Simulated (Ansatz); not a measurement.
Method: DFT PBE, scalar-relativistic, plane waves, PAW (Ansatz 0.2.0). All cells share a 420 eV cutoff and Γ-centred k meshes spaced at most about 0.3 Å⁻¹ (about 0.25 or finer for metals, 2π included). No spin polarisation.

Temperature and zero-point effects are left out.

Question: Order these relaxed structures of Ga2S by energy, lowest first, with the energy over the lowest of them.
A.

```
CELL_PARAMETERS angstrom
0.00000 3.35281 3.35281
3.35281 0.00000 3.35281
3.35281 3.35281 0.00000
ATOMIC_POSITIONS crystal
Ga 0.25000 0.25000 0.25000
Ga 0.75000 0.75000 0.75000
S 0.00000 0.00000 0.00000
```

B.

```
CELL_PARAMETERS angstrom
-2.60499 2.60499 4.05292
2.60499 -2.60499 4.05292
2.60499 2.60499 -4.05292
ATOMIC_POSITIONS crystal
Ga 0.32149 0.32149 0.00000
Ga 0.07149 0.57149 0.50000
Ga 0.42851 0.92851 0.50000
Ga 0.67851 0.67851 0.00000
S 0.00000 0.00000 0.00000
S 0.75000 0.25000 0.50000
```

C.

```
CELL_PARAMETERS angstrom
9.33330 0.00000 0.00000
0.00000 9.33330 0.00000
0.00000 0.00000 3.56898
ATOMIC_POSITIONS crystal
Ga 0.36452 0.36452 0.00000
Ga 0.13548 0.86452 0.50000
Ga 0.63548 0.63548 0.00000
Ga 0.86452 0.13548 0.50000
S 0.00000 0.00000 0.00000
S 0.50000 0.50000 0.50000
```

Answer: B (0 meV/atom), C (229 meV/atom), A (257 meV/atom). Forms: B I4_1/amd; C P4_2/mnm; A anti-fluorite type, Fm-3m. Counting S atoms around Ga (those within 1.25 times the shortest such distance or 1.15 times the sum of covalent radii; the shortest distance is added where it is long for a bond): B has Ga 3; C has Ga 2; A has Ga 4 from 2.9 Å. All come from invented guesses. The lowest form computed isn't among them: it has the anti-cadmium chloride type, space group R-3m (No. 166), 20.1 Å³/atom and lies 7 meV/atom below the best shown.

The k mesh leaves some 4 meV/atom of noise in the energy of each metallic cell. No dispersion correction is applied, so the spacing and binding between layers, chains or molecules are poorly described (P4_2/mnm), and this can change margins and order among such cells. Cells relaxed within their symmetry can be saddle points. Some candidate types were left out of the draw beforehand, so a known form may be missing.
